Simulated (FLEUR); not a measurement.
# TaN (P1) in FLEUR: convergence with Kmax

Aim: find how far Kmax must go before the results for TaN settle, at PBEsol. This setting moves, with any that are tied to it; all else stays.

Everything below comes from runs of FLEUR MaX-R8.1 (later development tree). Logs are shortened: lines on timing, memory, paths and dates and some standing lists are left out, and cuts for length are marked.

**1. The cell of the first run**

The typed cell holds 2 atoms: a = 3.127 Å, b = 3.127 Å, c = 3.127 Å, α = 60.00°, β = 60.00°, γ = 60.00°.

The cell comes from a database or a generator and needn't be the stable form of this composition.

The cell isn't the ideal one: atoms moved at random.

**2. With Kmax 2.6**

The input, inp.xml:

```xml
<?xml version="1.0" encoding="UTF-8" standalone="no"?>
<fleurInput fleurInputVersion="0.39">
   <comment>
      TaN                                                                                                 
   </comment>
   <calculationSetup>
      <cutoffs Kmax="2.6" Gmax="16.5" GmaxXC="16.5" numbands="0"/>
      <scfLoop itmax="60" minDistance="0.00001" maxIterBroyd="15" imix="Anderson" alpha="0.05" precondParam="0.0" spinf="2.0" sdNocoIR="T"/>
      <coreElectrons ctail="T" frcor="F" kcrel="0" coretail_lmax="0"/>
      <xcFunctional name="PBEs" relativisticCorrections="F"/>
      <magnetism jspins="1"/>
      <soc l_soc="F" theta="0.0" phi="0.0" spav="F"/>
      <expertModes spex="0" secvar="F"/>
      <geometryOptimization l_f="T" forcealpha="1.0" forcemix="BFGS" epsdisp="0.0005" epsforce="0.0002"/>
      <ldaU l_linMix="F" mixParam="0.05" spinf="1.0"/>
   </calculationSetup>
   <cell>
      <bzIntegration valenceElectrons="32.0" mode="hist" fermiSmearingEnergy="0.00183747">
         <kPointListSelection listName="default-1"/>
         <!-- k-points included here -->
         <xi:include xmlns:xi="http://www.w3.org/2001/XInclude" href="kpts.xml"> </xi:include>
      </bzIntegration>
      <!-- symmetry operations included here -->
      <xi:include xmlns:xi="http://www.w3.org/2001/XInclude" href="sym.xml"> </xi:include>
      <bulkLattice scale="1.0">
         <bravaisMatrix>
            <row-1>    0.0000000000000000     4.1787948430288457     4.1787948430288457</row-1>
            <row-2>    4.1787948430288457     0.0000000000000000     4.1787948430288457</row-2>
            <row-3>    4.1787948430288457     4.1787948430288457     0.0000000000000000</row-3>
         </bravaisMatrix>
      </bulkLattice>
   </cell>
   <atomSpecies>
      <species name="Tantalum (Ta)" element="Ta" atomicNumber="73">
         <mtSphere radius="2.27" gridPoints="761" logIncrement="0.017"/>
         <atomicCutoffs lmax="9" lnonsphr="9"/>
         <electronConfig flipSpins="F">
            <coreConfig>(1s1/2) (2s1/2) (2p1/2) (2p3/2) (3s1/2) (3p1/2) (3p3/2) (4s1/2) (3d3/2) (3d5/2) (4p1/2) (4p3/2) (4d3/2) (4d5/2)</coreConfig>
            <valenceConfig>(5s1/2) (5p1/2) (5p3/2) (6s1/2) (4f5/2) (4f7/2) (5d3/2) (5d5/2)</valenceConfig>
            <stateOccupation state="(5d3/2)" spinUp="0.600000" spinDown="0.600000"/>
            <stateOccupation state="(5d5/2)" spinUp="0.900000" spinDown="0.900000"/>
         </electronConfig>
         <energyParameters s="6" p="6" d="5" f="4"/>
         <lo type="SCLO" l="0" n="5" eDeriv="0"/>
         <lo type="SCLO" l="1" n="5" eDeriv="0"/>
         <lo type="SCLO" l="2" n="5" eDeriv="2"/>
         <lo type="SCLO" l="3" n="4" eDeriv="2"/>
      </species>
      <species name="Nitrogen (N)" element="N" atomicNumber="7">
         <mtSphere radius="1.41" gridPoints="471" logIncrement="0.022"/>
         <atomicCutoffs lmax="8" lnonsphr="8"/>
         <electronConfig flipSpins="F">
            <coreConfig>(1s1/2)</coreConfig>
            <valenceConfig>(2s1/2) (2p1/2) (2p3/2)</valenceConfig>
            <stateOccupation state="(2p1/2)" spinUp="0.500000" spinDown="0.500000"/>
            <stateOccupation state="(2p3/2)" spinUp="1.000000" spinDown="1.000000"/>
         </electronConfig>
         <energyParameters s="2" p="2" d="3" f="4"/>
         <lo type="SCLO" l="0" n="2" eDeriv="2"/>
         <lo type="SCLO" l="1" n="2" eDeriv="2"/>
         <lo type="SCLO" l="2" n="3" eDeriv="2"/>
      </species>
   </atomSpecies>
   <atomGroups>
      <atomGroup species="Tantalum (Ta)">
         <relPos label="                   1">-.4864740000 .4842130000 -.4710210000</relPos>
         <force calculate="T" relaxXYZ="TTT"/>
      </atomGroup>
      <atomGroup species="Nitrogen (N)">
         <relPos label="                   2">-.0129020000 -.0147020000 .0156950000</relPos>
         <force calculate="T" relaxXYZ="TTT"/>
      </atomGroup>
   </atomGroups>
   <output dos="F" band="F" slice="F">
      <checks vchk="F" cdinf="F"/>
      <bandDOS minEnergy="-.5*Htr" maxEnergy="0.5*Htr" sigma="0.015" storeEVData="T"/>
      <vacuumDOS vacdos="F" integ="F" star="F" nstars="0" locx1="0.0" locy1="0.0" locx2="0.0" locy2="0.0" nstm="0" tworkf="0.0"/>
      <unfoldingBand unfoldBand="F" supercellX="1" supercellY="1" supercellZ="1"/>
      <plotting iplot="0" polar="F">
         <plot TwoD="T" vec1="  1.0  0.0  0.0" vec2="  0.0  1.0  0.0" vec3="  0.0  0.0  1.0" zero="  0.0  0.0  0.0" file="plot"/>
      </plotting>
      <chargeDensitySlicing numkpt="0" minEigenval="0.0" maxEigenval="0.0" nnne="0" pallst="F"/>
      <specialOutput eonly="F"/>
      <moessbauerParams electricFieldGradient="T" isomerShift="T" coreHyperfine="T" valenceHyperfine="T"/>
      <magneticCircularDichroism mcd="F" energyLo="-10.0" energyUp="0.0"/>
   </output>
  <!-- We include the file relax.xml here to enable relaxations (see documentation) -->
  <xi:include xmlns:xi="http://www.w3.org/2001/XInclude" href="relax.xml"> <xi:fallback/> </xi:include>
</fleurInput>
```

The input, crystal.txt:

```
TaN
&input cartesian=F /
0.0000000000  2.2113230000  2.2113230000
2.2113230000  0.0000000000  2.2113230000
2.2113230000  2.2113230000  0.0000000000
1.8897261246
1.0 1.0 1.0

2
73 0.5135260000  0.4842130000  0.5289790000
7 -0.0129020000  -0.0147020000  0.0156950000

&kpt div1=4 div2=4 div3=4 gamma=T /
```

Potentials or basis: all-electron, FLAPW.

Command:

```sh
> inpgen -f crystal.txt -profile fastHighL
> # inp.xml edited to the form shown
> fleur_MPI
```

The log of the run:

```text
Welcome to FLEUR        (www.flapw.de)
      MaX-Release 8.1          (www.max-centre.eu)

 ========== k-point set info ==========
 Selected k-point list: default-1
 k-point list type: mesh
 4 x 4 x 4
 Number of k points: 36

 ------------Calculation Setup---------------------------
 Number of MPI-tasks      :            1
 Number of PE/node        :            1
 Number of OMP-threads    :            1
 Most efficient MPI parallelization for:
           1           2           3           4           6           9          12          18          36
 Additional eigenvalue parallelization possible
 Number of basis functions:          107
 Approximate size of matrices (H+S) per k-point:         0.000 GB
 --------------------------------------------------------
 Iteration:     1   Distance:      21.82557734 me/bohr^3
 Iteration:     2   Distance:      19.93590484 me/bohr^3
 Iteration:     3   Distance:      10.38049599 me/bohr^3
 Iteration:     4   Distance:       6.17267997 me/bohr^3
 Iteration:     5   Distance:       4.13386064 me/bohr^3
 Iteration:     6   Distance:       1.00471319 me/bohr^3
 Iteration:     7   Distance:       0.84909555 me/bohr^3
 Iteration:     8   Distance:       0.14986939 me/bohr^3
 Iteration:     9   Distance:       0.12932930 me/bohr^3
 Iteration:    10   Distance:       0.02530297 me/bohr^3
 Iteration:    11   Distance:       0.02891285 me/bohr^3
 Iteration:    12   Distance:       0.00673765 me/bohr^3
 Iteration:    13   Distance:       0.00061446 me/bohr^3
 Iteration:    14   Distance:       0.00056243 me/bohr^3
 Iteration:    15   Distance:       0.00005167 me/bohr^3
 Iteration:    16   Distance:       0.00004777 me/bohr^3
 Iteration:    17   Distance:       0.00002539 me/bohr^3
 Iteration:    18   Distance:       0.00000597 me/bohr^3
 Reset of history

 ********************************************************************
 Run finished successfully
 Stop message:
   Structural relaxation: new displacements generated
 ********************************************************************
```

Run time: 67 s. Hardware: 1 thread of Arm Neoverse V2, shared host; peak memory 0.15 GiB.

Results:

```
Free energy                                           : -426557.8755 eV
Largest force                                         : 0.370 eV/Å
Band gap on the k mesh                                : none (metal or under the smearing width)
Valence electrons inside the program's atomic spheres : Ta 23.99; N 3.03 (radii Ta 2.27, N 1.41 bohr)
```

**3. With Kmax 3**

inp.xml: that of step 2 with these lines changed.

```diff
@@ -6,3 +6,3 @@
    <calculationSetup>
-      <cutoffs Kmax="2.6" Gmax="16.5" GmaxXC="16.5" numbands="0"/>
+      <cutoffs Kmax="3.0" Gmax="16.5" GmaxXC="16.5" numbands="0"/>
       <scfLoop itmax="60" minDistance="0.00001" maxIterBroyd="15" imix="Anderson" alpha="0.05" precondParam="0.0" spinf="2.0" sdNocoIR="T"/>
```

crystal.txt is that of step 2.

Potentials or basis: all-electron, FLAPW.

Command:

```sh
> inpgen -f crystal.txt -profile fastHighL
> # inp.xml edited to the form shown
> fleur_MPI
```

It took 69 s on 1 thread of Arm Neoverse V2, shared host; peak memory 0.15 GiB.

Results:

```
Free energy                                           : -426564.2797 eV
Largest force                                         : 0.702 eV/Å
Band gap on the k mesh                                : none (metal or under the smearing width)
Valence electrons inside the program's atomic spheres : Ta 24.11; N 3.18 (radii Ta 2.27, N 1.41 bohr)
```

**4. With Kmax 3.4**

inp.xml: that of step 3 with these lines changed.

```diff
@@ -6,3 +6,3 @@
    <calculationSetup>
-      <cutoffs Kmax="3.0" Gmax="16.5" GmaxXC="16.5" numbands="0"/>
+      <cutoffs Kmax="3.4" Gmax="16.5" GmaxXC="16.5" numbands="0"/>
       <scfLoop itmax="60" minDistance="0.00001" maxIterBroyd="15" imix="Anderson" alpha="0.05" precondParam="0.0" spinf="2.0" sdNocoIR="T"/>
```

crystal.txt is that of step 3.

Command:

```sh
> inpgen -f crystal.txt -profile fastHighL
> # inp.xml edited to the form shown
> fleur_MPI
```

It took 71 s on 1 thread of Arm Neoverse V2, shared host; peak memory 0.15 GiB.

Results:

```yaml
Free_energy: -426567.0090 eV
Largest_force: 0.947 eV/Å
Band_gap_on_the_k_mesh: none (metal or under the smearing width)
Valence_electrons_inside_the_program's_atomic_spheres: Ta 24.16; N 3.25 (radii Ta 2.27, N 1.41 bohr)
```

**5. With Kmax 3.8**

inp.xml: that of step 4 with these lines changed.

```diff
@@ -6,3 +6,3 @@
    <calculationSetup>
-      <cutoffs Kmax="3.4" Gmax="16.5" GmaxXC="16.5" numbands="0"/>
+      <cutoffs Kmax="3.8" Gmax="16.5" GmaxXC="16.5" numbands="0"/>
       <scfLoop itmax="60" minDistance="0.00001" maxIterBroyd="15" imix="Anderson" alpha="0.05" precondParam="0.0" spinf="2.0" sdNocoIR="T"/>
```

crystal.txt is that of step 4.

Command:

```sh
> inpgen -f crystal.txt -profile fastHighL
> # inp.xml edited to the form shown
> fleur_MPI
```

Run time: 78 s. Hardware: 1 thread of Arm Neoverse V2, shared host; peak memory 0.15 GiB.

Results:

```
Free energy                                           : -426568.1029 eV
Largest force                                         : 0.967 eV/Å
Band gap on the k mesh                                : none (metal or under the smearing width)
Valence electrons inside the program's atomic spheres : Ta 24.17; N 3.30 (radii Ta 2.27, N 1.41 bohr)
```

**6. With Kmax 4.2**

inp.xml: that of step 5 with these lines changed.

```diff
@@ -6,3 +6,3 @@
    <calculationSetup>
-      <cutoffs Kmax="3.8" Gmax="16.5" GmaxXC="16.5" numbands="0"/>
+      <cutoffs Kmax="4.2" Gmax="16.5" GmaxXC="16.5" numbands="0"/>
       <scfLoop itmax="60" minDistance="0.00001" maxIterBroyd="15" imix="Anderson" alpha="0.05" precondParam="0.0" spinf="2.0" sdNocoIR="T"/>
```

crystal.txt is that of step 5.

Potentials or basis: all-electron, FLAPW.

Command:

```sh
> inpgen -f crystal.txt -profile fastHighL
> # inp.xml edited to the form shown
> fleur_MPI
```

Wall time 83 s (1 thread of Arm Neoverse V2, shared host); peak memory 0.15 GiB.

What came out:

- Free energy: -426568.4654 eV
- Largest force: 0.956 eV/Å
- Band gap on the k mesh: none (metal or under the smearing width)
- Valence electrons inside the program's atomic spheres: Ta 24.17; N 3.31 (radii Ta 2.27, N 1.41 bohr)

**7. With Kmax 4.6**

inp.xml: that of step 6 with these lines changed.

```diff
@@ -6,3 +6,3 @@
    <calculationSetup>
-      <cutoffs Kmax="4.2" Gmax="16.5" GmaxXC="16.5" numbands="0"/>
+      <cutoffs Kmax="4.6" Gmax="16.5" GmaxXC="16.5" numbands="0"/>
       <scfLoop itmax="60" minDistance="0.00001" maxIterBroyd="15" imix="Anderson" alpha="0.05" precondParam="0.0" spinf="2.0" sdNocoIR="T"/>
```

crystal.txt is that of step 6.

Command:

```sh
> inpgen -f crystal.txt -profile fastHighL
> # inp.xml edited to the form shown
> fleur_MPI
```

Run time: 92 s. Hardware: 1 thread of Arm Neoverse V2, shared host; peak memory 0.15 GiB.

What came out:

```yaml
Free_energy: -426568.6021 eV
Largest_force: 0.942 eV/Å
Band_gap_on_the_k_mesh: none (metal or under the smearing width)
Valence_electrons_inside_the_program's_atomic_spheres: Ta 24.17; N 3.32 (radii Ta 2.27, N 1.41 bohr)
```

**8. With Kmax 5**

inp.xml: that of step 7 with these lines changed.

```diff
@@ -6,3 +6,3 @@
    <calculationSetup>
-      <cutoffs Kmax="4.6" Gmax="16.5" GmaxXC="16.5" numbands="0"/>
+      <cutoffs Kmax="5.0" Gmax="16.5" GmaxXC="16.5" numbands="0"/>
       <scfLoop itmax="60" minDistance="0.00001" maxIterBroyd="15" imix="Anderson" alpha="0.05" precondParam="0.0" spinf="2.0" sdNocoIR="T"/>
```

crystal.txt is that of step 7.

Command:

```sh
> inpgen -f crystal.txt -profile fastHighL
> # inp.xml edited to the form shown
> fleur_MPI
```

Wall time 1.8 min (1 thread of Arm Neoverse V2, shared host); peak memory 0.15 GiB.

What came out:

- Free energy: -426568.6490 eV
- Largest force: 0.941 eV/Å
- Band gap on the k mesh: none (metal or under the smearing width)
- Valence electrons inside the program's atomic spheres: Ta 24.17; N 3.33 (radii Ta 2.27, N 1.41 bohr)

**9. With Kmax 5.5**

inp.xml: that of step 8 with these lines changed.

```diff
@@ -6,3 +6,3 @@
    <calculationSetup>
-      <cutoffs Kmax="5.0" Gmax="16.5" GmaxXC="16.5" numbands="0"/>
+      <cutoffs Kmax="5.5" Gmax="16.5" GmaxXC="16.5" numbands="0"/>
       <scfLoop itmax="60" minDistance="0.00001" maxIterBroyd="15" imix="Anderson" alpha="0.05" precondParam="0.0" spinf="2.0" sdNocoIR="T"/>
```

crystal.txt is that of step 8.

Potentials or basis: all-electron, FLAPW.

Command:

```sh
> inpgen -f crystal.txt -profile fastHighL
> # inp.xml edited to the form shown
> fleur_MPI
```

Run time: 2.4 min. Hardware: 1 thread of Arm Neoverse V2, shared host; peak memory 0.15 GiB.

What came out:

```
Free energy                                           : -426568.6655 eV
Largest force                                         : 0.943 eV/Å
Band gap on the k mesh                                : none (metal or under the smearing width)
Valence electrons inside the program's atomic spheres : Ta 24.17; N 3.33 (radii Ta 2.27, N 1.41 bohr)
```

**10. Result**

| Kmax | energy less the tightest run, at zero smearing (meV/atom) | largest force (eV/Å) | SCF cycles | CPU time (s) | peak memory (GiB) |
| --- | --- | --- | --- | --- | --- |
| 2.6 | 5395.60 | 0.370 | 19 | 67 | 0.15 |
| 3 | 2192.67 | 0.702 | 19 | 69 | 0.15 |
| 3.4 | 828.08 | 0.947 | 19 | 71 | 0.15 |
| 3.8 | 281.18 | 0.967 | 19 | 78 | 0.15 |
| 4.2 | 99.98 | 0.956 | 19 | 83 | 0.15 |
| 4.6 | 31.68 | 0.942 | 19 | 92 | 0.15 |
| 5 | 8.24 | 0.941 | 19 | 110 | 0.15 |
| 5.5 | 0.00 | 0.943 | 19 | 140 | 0.15 |

Against the tightest run, the largest force stays within 0.005 eV/Å from 4.6 on. Not settled before the last step: the energy (to 1 meV/atom). The tightest run that finished is the yardstick and may itself not be fully converged.

Caveats: all runs use coarse meshes.
